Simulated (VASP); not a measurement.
# Ge (Fd-3m) in VASP: a series of runs

One crystal, Ge, is run at these levels: PBE; tasks: single point.

All numbers are computed with VASP 6.6.1; they aren't measurements. Logs are shortened: lines on timing, memory, paths and dates and some standing lists are left out, and cuts for length are marked.

**The experiment to reproduce.**

From “Temperature-dependent photoluminescence in Ge: experiment and theory”, 2020, arxiv:2003.00143, for a bulk crystal of Ge at 0 K: band gap 0.744 eV (indirect).

From “Electronic and optical properties of SixGe1-x-ySny alloys lattice-matched to Ge”, 2021, arxiv:2109.02782, for a bulk crystal of Ge at 293 K: band gap 0.666 eV (indirect).

The runs below are set against these values where they give the same quantity.

### 1 The structure

Symmetry: Fd-3m, No. 227, cubic system. Conventional cell: a = 5.658 Å, b = 5.658 Å, c = 5.658 Å, α = 90.00°, β = 90.00°, γ = 90.00°. Around Ge (site symmetry -43m) lie 4 Ge at 2.45 Å.

### 2 Single point, PBE

INCAR

```
PREC = Accurate
ENCUT = 520
EDIFF = 1E-7
ISMEAR = 0
SIGMA = 0.02
LREAL = False
LASPH = True
NELM = 60
ALGO = Normal
ISIF = 2
LWAVE = False
LCHARG = False
GGA = PE
NBANDS = 21
```

KPOINTS

```
Automatic mesh
0
Gamma
  4 4 4
```

POSCAR

```
Ge
1.0
    0.0000000000      2.8289100000      2.8289100000
    2.8289100000      0.0000000000      2.8289100000
    2.8289100000      2.8289100000      0.0000000000
Ge
2
Direct
    0.0000000000      0.0000000000      0.0000000000
    0.2500000000      0.2500000000      0.2500000000
```

Potentials or basis: VASP PAW PBE potentials, release 64 (Ge_d).

The run is started by

```
$ cat potpaw_PBE.64/Ge_d/POTCAR > POTCAR
$ mpirun -np 1 vasp_std > vasp.out
```

OUTCAR:

```text
PREC = Accurate
   ENCUT = 520
   EDIFF = 1E-7
   ISMEAR = 0
   LREAL = False
   LASPH = True
   NELM = 60
   ISIF = 2
   GGA = PE

 ion  position               nearest neighbor table
   1  0.000  0.000  0.000-   2 2.45   2 2.45   2 2.45   2 2.45
   2  0.250  0.250  0.250-   1 2.45   1 2.45   1 2.45   1 2.45

  LATTYP: Found a face centered cubic cell.
 ALAT       =     5.6578200000

  Lattice vectors:

 A1 = (   0.0000000000,   2.8289100000,   2.8289100000)
 A2 = (   2.8289100000,   0.0000000000,   2.8289100000)
 A3 = (   2.8289100000,   2.8289100000,   0.0000000000)

Analysis of symmetry for initial positions (statically):
=====================================================================
 Subroutine PRICEL returns:
 Original cell was already a primitive cell.

 Routine SETGRP: Setting up the symmetry group for a
 face centered cubic supercell.

 Subroutine GETGRP returns: Found 48 space group operations
 (whereof 24 operations were pure point group operations)
 out of a pool of 48 trial point group operations.

The static configuration has the point symmetry T_d .
 The point group associated with its full space group is O_h .

Analysis of symmetry for dynamics (positions and initial velocities):
=====================================================================
 Subroutine PRICEL returns:
 Original cell was already a primitive cell.

 Routine SETGRP: Setting up the symmetry group for a
 face centered cubic supercell.

 Subroutine GETGRP returns: Found 48 space group operations
 (whereof 24 operations were pure point group operations)
 out of a pool of 48 trial point group operations.

The dynamic configuration has the point symmetry T_d .
 The point group associated with its full space group is O_h .

 Subroutine INISYM returns: Found 48 space group operations
 (whereof 24 operations are pure point group operations),
 and found     1 'primitive' translations

----------------------------------------------------------------------------------------

                                     Primitive cell

  volume of cell :      45.2780

  direct lattice vectors                    reciprocal lattice vectors
     0.000000000  2.828910000  2.828910000    -0.176746521  0.176746521  0.176746521
     2.828910000  0.000000000  2.828910000     0.176746521 -0.176746521  0.176746521
     2.828910000  2.828910000  0.000000000     0.176746521  0.176746521 -0.176746521

  length of vectors
     4.000682889  4.000682889  4.000682889     0.306133954  0.306133954  0.306133954

  position of ions in fractional coordinates (direct lattice)
     0.000000000  0.000000000  0.000000000
     0.250000000  0.250000000  0.250000000

  ion indices of the primitive-cell ions
   primitive index   ion index
                 1           1
                 2           2

----------------------------------------------------------------------------------------

 KPOINTS: Automatic mesh

Automatic generation of k-mesh.
 Grid dimensions read from file:
 generate k-points for:    4    4    4

 Generating k-lattice:

  Cartesian coordinates                     Fractional coordinates (reciprocal lattice)
    -0.044186630  0.044186630  0.044186630     0.250000000  0.000000000  0.000000000
     0.044186630 -0.044186630  0.044186630     0.000000000  0.250000000  0.000000000
     0.044186630  0.044186630 -0.044186630     0.000000000  0.000000000  0.250000000

  Length of vectors
     0.076533488  0.076533488  0.076533488

  Shift w.r.t. Gamma in fractional coordinates (k-lattice)
     0.000000000  0.000000000  0.000000000

 Subroutine IBZKPT returns following result:
 ===========================================

 Found      8 irreducible k-points:

 Following reciprocal coordinates:
            Coordinates               Weight
  0.000000  0.000000  0.000000      1.000000
  0.250000  0.000000  0.000000      8.000000
  0.500000  0.000000  0.000000      4.000000
  0.250000  0.250000  0.000000      6.000000
  0.500000  0.250000  0.000000     24.000000
 -0.250000  0.250000  0.000000     12.000000
  0.500000  0.500000  0.000000      3.000000
 -0.250000  0.500000  0.250000      6.000000
   k-points           NKPTS =      8   k-points in BZ     NKDIM =      8   number of bands    NBANDS=     21
   number of dos      NEDOS =    301   number of ions     NIONS =      2
   total plane-waves  NPLWV =  27000
   dimension x,y,z NGX =    30 NGY =   30 NGZ =   30
   dimension x,y,z NGXF=    60 NGYF=   60 NGZF=   60
   ions per type =               2
   NGX,Y,Z   is equivalent  to a cutoff of  12.47, 12.47, 12.47 a.u.
   NGXF,Y,Z  is equivalent  to a cutoff of  24.93, 24.93, 24.93 a.u.
 SYSTEM =  unknown system
   PREC   = accura    normal or accurate (medium, high low for compatibility)
   ISTART =      0    job   : 0-new  1-cont  2-samecut
   ICHARG =      2    charge: 1-file 2-atom 10-const
   ISPIN  =      1    spin polarized calculation?
   LNONCOLLINEAR =      F non collinear calculations
   LSORBIT =      F    spin-orbit coupling
   LASPH  =      T    aspherical Exc in radial PAW
   ENCUT  =  520.0 eV  38.22 Ry    6.18 a.u.   7.44  7.44  7.44*2*pi/ulx,y,z
   NELM   =     60;   NELMIN=  2; NELMDL= -5     # of ELM steps
   EDIFF  = 0.1E-06   stopping-criterion for ELM
   LREAL  =      F    real-space projection
   EDIFFG = 0.1E-05   stopping-criterion for IOM
   NSW    =      0    number of steps for IOM
   IBRION =     -1    ionic relax: 0-MD 1-quasi-New 2-CG
   NFREE  =      0    steps in history (QN), initial steepest desc. (CG)
   ISIF   =      2    stress and relaxation
   ISYM   =      2    0-nonsym 1-usesym 2-fastsym
   POTIM  = 0.5000    time-step for ionic-motion
   TEBEG  =    0.0;   TEEND  =   0.0 temperature during run
   PSTRESS=    0.0 pullay stress
   NELECT =      28.0000    total number of electrons
   NUPDOWN=      -1.0000    fix difference up-down
   EMIN   =  10.00;   EMAX   =-10.00  energy-range for DOS
   EFERMI =   0.00;   METHOD = LEGACY
   ISMEAR =     0;   SIGMA  =   0.02  broadening in eV -4-tet -1-fermi 0-gaus
   EFERMI_NEDOS =   21; number of points for ismear=-14 and -15
   IALGO  =     38    algorithm
   IMIX   =      4    mixing-type and parameters
     AMIX     =   0.40;   BMIX     =  1.00
     AMIX_MAG =   1.60;   BMIX_MAG =  1.00
  volume/ion in A,a.u.               =      22.64       152.78
  Fermi-wavevector in a.u.,A,eV,Ry     =   1.394756  2.635708 26.468033  1.945346
  Thomas-Fermi vector in A             =   2.518275
   LORBIT       =      0    0 simple, 1 ext, 2 COOP (PROOUT), +10 PAW based schemes
   GGA     = PE    functional components
   LHFCALC =     F    Hartree Fock is set to
   AEXX    =    0.0000 exact exchange contribution
   IVDW    =     0    specifies the selected vdW correction
   LEPSILON=     F    determine dielectric tensor
   LRPA    =     F    only Hartree local field effects (RPA)
 non-spin polarized calculation
 Gauss-broadening in eV      SIGMA  =   0.02
  energy-cutoff  :      520.00
  volume of cell :       45.28
 maximum number of plane-waves:      1243
 NGX is ok and might be reduce to    30
   NGX = 15   NGY = 15   NGZ = 15

 number of electron      28.0000022 magnetization

 Free energy of the ion-electron system (eV)
  ---------------------------------------------------
  ext. energy  EPLUGINS =         0.00000000
  ---------------------------------------------------
  free energy    TOTEN  =        -8.74877212 eV

  energy without entropy =       -8.74855107  energy(sigma->0) =       -8.74866160

 E-fermi :   5.0606     XC(G=0):  -9.8890

 val. band max:        5.0365833834   @ k =   0.0000   0.0000   0.0000
 cond. band min:       5.0762099580   @ k =   0.0000   0.0000   0.0000
 fundamental gap:      0.0396265747
 Fermi energy:         5.0605798734

 k-point     1 :       0.0000    0.0000    0.0000
  band No.  band energies     occupation
      1     -19.7675      2.00000
      2     -19.7675      2.00000
      3     -19.7675      2.00000
      4     -19.7323      2.00000
      5     -19.7323      2.00000
      6     -19.5213      2.00000
[... 13 lines left out ...]
     20      14.4941      0.00000
     21      14.4941      0.00000

 k-point     2 :       0.2500    0.0000    0.0000
  band No.  band energies     occupation
      1     -19.7858      2.00000
      2     -19.7858      2.00000
      3     -19.7589      2.00000
      4     -19.7036      2.00000
      5     -19.7036      2.00000
      6     -19.5470      2.00000
[... 13 lines left out ...]
     20      13.3506      0.00000
     21      13.3506      0.00000

 k-point     3 :       0.5000    0.0000    0.0000
  band No.  band energies     occupation
      1     -19.7920      2.00000
      2     -19.7920      2.00000
      3     -19.7500      2.00000
      4     -19.6903      2.00000
      5     -19.6903      2.00000
      6     -19.5558      2.00000
[... 13 lines left out ...]
     20      16.1270      0.00000
     21      16.2479      0.00000

 k-point     4 :       0.2500    0.2500    0.0000
  band No.  band energies     occupation
      1     -19.7858      2.00000
      2     -19.7858      2.00000
      3     -19.7743      2.00000
      4     -19.6980      2.00000
      5     -19.6627      2.00000
      6     -19.6084      2.00000
[... 13 lines left out ...]
     20      15.2033      0.00000
     21      15.5580      0.00000

 k-point     5 :       0.5000    0.2500    0.0000
  band No.  band energies     occupation
      1     -19.8132      2.00000
      2     -19.7981      2.00000
      3     -19.7304      2.00000
      4     -19.6632      2.00000
      5     -19.6436      2.00000
      6     -19.6248      2.00000
[... 13 lines left out ...]
     20      16.4034      0.00000
     21      16.8111      0.00000

 k-point     6 :      -0.2500    0.2500    0.0000
  band No.  band energies     occupation
      1     -19.8083      2.00000
      2     -19.8010      2.00000
      3     -19.7238      2.00000
      4     -19.6879      2.00000
      5     -19.6603      2.00000
      6     -19.5884      2.00000
[... 13 lines left out ...]
     20      14.5103      0.00000
     21      16.9747      0.00000

 k-point     7 :       0.5000    0.5000    0.0000
  band No.  band energies     occupation
      1     -19.8014      2.00000
      2     -19.8014      2.00000
      3     -19.7164      2.00000
      4     -19.7164      2.00000
      5     -19.6174      2.00000
      6     -19.6174      2.00000
[... 13 lines left out ...]
     20      16.6580      0.00000
     21      17.8764      0.00000

 k-point     8 :      -0.2500    0.5000    0.2500
  band No.  band energies     occupation
      1     -19.8153      2.00000
      2     -19.8153      2.00000
      3     -19.6739      2.00000
      4     -19.6739      2.00000
      5     -19.6251      2.00000
      6     -19.6251      2.00000
[... 13 lines left out ...]
     20      16.0773      0.00000
     21      18.0153      0.00000

------------------------ aborting loop because EDIFF is reached ----------------------------------------

  FORCE on cell =-STRESS in cart. coord.  units (eV):
  Direction    XX          YY          ZZ          XY          YZ          ZX
  --------------------------------------------------------------------------------------
  -------------------------------------------------------------------------------------
  Total        1.0487035      1.0487035      1.0487035     -0.0000000      0.0000000     -0.0000000
  in kB       37.1087153     37.1087153     37.1087153     -0.0000000      0.0000000     -0.0000000
  external PRESSURE =      37.1087153 kB  Pullay stress =       0.0000000 kB

 VOLUME and BASIS-vectors are now :
 -----------------------------------------------------------------------------
  energy-cutoff  :      520.00
  volume of cell :       45.28
      direct lattice vectors                 reciprocal lattice vectors
     0.000000000  2.828910000  2.828910000    -0.176746521  0.176746521  0.176746521
     2.828910000  0.000000000  2.828910000     0.176746521 -0.176746521  0.176746521
     2.828910000  2.828910000  0.000000000     0.176746521  0.176746521 -0.176746521

 POSITION                                       TOTAL-FORCE (eV/Angst)
 -----------------------------------------------------------------------------------
      0.00000      0.00000      0.00000        -0.000000      0.000000     -0.000000
      1.41446      1.41446      1.41446         0.000000     -0.000000      0.000000
 -----------------------------------------------------------------------------------
    total drift:                                0.000000      0.000000      0.000000

  FREE ENERGIE OF THE ION-ELECTRON SYSTEM (eV)
  ---------------------------------------------------
  free  energy   TOTEN  =        -8.7487721195 eV

  energy  without entropy=       -8.7485510724  energy(sigma->0) =       -8.74866160
```

It took 11 s on 1 thread of AMD EPYC 7R13 (Zen 3), shared host; peak memory 0.13 GiB.

Results:

- Free energy: -8.7488 eV
- Pressure: 3.7 GPa
- Band gap on the k mesh: 0.04 eV, direct

Caveat: the k mesh is coarse (spacing up to 0.48 Å⁻¹), so the values aren't converged. A k mesh can miss the band edges.

### 3 Single point, PBE

INCAR is that of step 2.

KPOINTS is that of step 2.

POSCAR is that of step 2.

Potentials or basis: VASP PAW PBE potentials, release 64 (Ge_d).

The run is started by

```
$ cat potpaw_PBE.64/Ge_d/POTCAR > POTCAR
$ mpirun -np 1 vasp_std > vasp.out
```

Wall time 9.8 s (1 thread of AMD EPYC 7R13 (Zen 3), shared host); peak memory 0.12 GiB.

Results (log left out):

| Property | Result |
| --- | --- |
| Free energy | -8.7488 eV |
| Pressure | 3.7 GPa |
| Band gap on the k mesh | 0.04 eV, direct |

Levels at points of the mesh, in eV from the valence-band top:
```
           k point  band 11  band 12  band 13  band 14  band 15  band 16  band 17  band 18
(0.00, 0.00, 0.00)   -12.78     0.00     0.00     0.00     0.04     2.54     2.54     2.54
(0.50, 0.00, 0.00)   -10.68    -7.60    -1.41    -1.41     0.18     3.73     3.73     7.14
(0.50, 0.50, 0.00)    -8.89    -8.89    -3.08    -3.08     0.75     0.75     9.51     9.51
```

Caveat: the k mesh is coarse (spacing up to 0.48 Å⁻¹), so the values aren't converged.

### 4 Single point, PBE

INCAR is that of step 3.

KPOINTS

```
Automatic mesh
0
Gamma
  6 6 6
```

POSCAR is that of step 3.

The run is started by

```
$ cat potpaw_PBE.64/Ge_d/POTCAR > POTCAR
$ mpirun -np 1 vasp_std > vasp.out
```

Wall time 15 s (1 thread of AMD EPYC 7R13 (Zen 3), shared host); peak memory 0.13 GiB.

Results (log left out):

```
Free energy            : -8.9647 eV
Pressure               : 3.5 GPa
Band gap on the k mesh : 0.04 eV, direct
```

Levels at points of the mesh, in eV from the valence-band top:
| k point | band 10 | band 11 | band 12 | band 13 | band 14 | band 15 | band 16 | band 17 | band 18 | band 19 |
| --- | --- | --- | --- | --- | --- | --- | --- | --- | --- | --- |
| (0.00, 0.00, 0.00) | -24.55 | -12.77 | 0.00 | 0.00 | 0.00 | 0.04 | 2.55 | 2.55 | 2.55 | 6.43 |
| (0.50, 0.00, 0.00) | -24.53 | -10.68 | -7.60 | -1.41 | -1.41 | 0.18 | 3.75 | 3.75 | 7.13 | 10.57 |
| (0.50, 0.50, 0.00) | -24.51 | -8.89 | -8.89 | -3.07 | -3.07 | 0.75 | 0.75 | 9.52 | 9.52 | 11.61 |

### 5 Single point, PBE

INCAR is that of step 4.

KPOINTS

```
Automatic mesh
0
Gamma
  8 8 8
```

POSCAR is that of step 4.

Potentials or basis: VASP PAW PBE potentials, release 64 (Ge_d).

The run is started by

```
$ cat potpaw_PBE.64/Ge_d/POTCAR > POTCAR
$ mpirun -np 1 vasp_std > vasp.out
```

OUTCAR:

```text
PREC = Accurate
   ENCUT = 520
   EDIFF = 1E-7
   ISMEAR = 0
   LREAL = False
   LASPH = True
   NELM = 60
   ISIF = 2
   GGA = PE

 ion  position               nearest neighbor table
   1  0.000  0.000  0.000-   2 2.45   2 2.45   2 2.45   2 2.45
   2  0.250  0.250  0.250-   1 2.45   1 2.45   1 2.45   1 2.45

  LATTYP: Found a face centered cubic cell.
 ALAT       =     5.6578200000

  Lattice vectors:

 A1 = (   0.0000000000,   2.8289100000,   2.8289100000)
 A2 = (   2.8289100000,   0.0000000000,   2.8289100000)
[... 192 lines left out ...]
      4     -19.7846      2.00000
      5     -19.7846      2.00000
      6     -19.5741      2.00000
[... 565 lines left out ...]
     20      15.9593      0.00000
     21      16.4688      0.00000

 [... further k-points ...]
[... 5 lines left out ...]
  --------------------------------------------------------------------------------------
  -------------------------------------------------------------------------------------
  Total        0.9756848      0.9756848      0.9756848      0.0000000     -0.0000000      0.0000000
  in kB       34.5249251     34.5249251     34.5249251      0.0000000     -0.0000000      0.0000000
  external PRESSURE =      34.5249251 kB  Pullay stress =       0.0000000 kB

 VOLUME and BASIS-vectors are now :
 -----------------------------------------------------------------------------
  energy-cutoff  :      520.00
  volume of cell :       45.28
      direct lattice vectors                 reciprocal lattice vectors
     0.000000000  2.828910000  2.828910000    -0.176746521  0.176746521  0.176746521
     2.828910000  0.000000000  2.828910000     0.176746521 -0.176746521  0.176746521
     2.828910000  2.828910000  0.000000000     0.176746521  0.176746521 -0.176746521

 POSITION                                       TOTAL-FORCE (eV/Angst)
 -----------------------------------------------------------------------------------
      0.00000      0.00000      0.00000         0.000000     -0.000000     -0.000000
      1.41446      1.41446      1.41446        -0.000000      0.000000      0.000000
 -----------------------------------------------------------------------------------
    total drift:                                0.000000     -0.000000      0.000000

  FREE ENERGIE OF THE ION-ELECTRON SYSTEM (eV)
  ---------------------------------------------------
  free  energy   TOTEN  =        -8.9988415127 eV

  energy  without entropy=       -8.9988068765  energy(sigma->0) =       -8.99882419
```

stdout:

```text
POSCAR found type information on POSCAR Ge
 POSCAR found :  1 types and       2 ions
 scaLAPACK will be used
 LDA part: xc-table for (Slater+PW92), standard interpolation
 POSCAR, INCAR and KPOINTS ok, starting setup
 FFT: planning ... GRIDC
 FFT: planning ... GRID_SOFT
 FFT: planning ... GRID
 WAVECAR not read
 entering main loop
```

Run time: 26 s. Hardware: 1 thread of AMD EPYC 7R13 (Zen 3), shared host; peak memory 0.14 GiB.

Results:

- Free energy: -8.9988 eV
- Pressure: 3.5 GPa
- Band gap on the k mesh: 0.03 eV, direct

### 6 Summary

```csv
k mesh,mesh quality,gap on the mesh (eV),pressure (GPa)
4 × 4 × 4,coarse,0.04,3.7
6 × 6 × 6,not flagged,0.04,3.5
8 × 8 × 8,not flagged,0.03,3.5
```

Alike in all rows: task single point; level PBE; potentials or basis VASP PAW PBE potentials, release 64 (Ge_d); no spin polarisation; cell as given; cutoff (eV) 520; smearing gaussian 0.02 eV.

Caveats: some runs use coarse meshes.

Absolute energies hang on the potentials; compare differences alone.

### 7 Against experiment

Step 4. A measured gap of Ge is 0.744 eV (indirect; 0 K; “Temperature-dependent photoluminescence in Ge: experiment and theory”, 2020, arxiv:2003.00143); the calculated 0.04 eV misses it by -0.71 eV. 3 values of this kind are on record (0.666 to 0.807 eV); this one was drawn at random among those near their median. Spin-orbit coupling on Ge is left out. The value is that of PBE on a finite k mesh, which can miss the band edges, without temperature or zero-point motion. Semilocal functionals fall short of measured gaps as a rule.

Step 5. Measured gap of Ge: 0.666 eV (indirect; 293 K; “Electronic and optical properties of SixGe1-x-ySny alloys lattice-matched to Ge”, 2021, arxiv:2109.02782). This calculation gives 0.03 eV (-0.63 eV). 3 values of this kind are on record (0.666 to 0.807 eV); this one was drawn at random among those near their median. Spin-orbit coupling on Ge is left out. The value is that of PBE on a finite k mesh, which can miss the band edges, without temperature or zero-point motion. Semilocal functionals fall short of measured gaps as a rule.
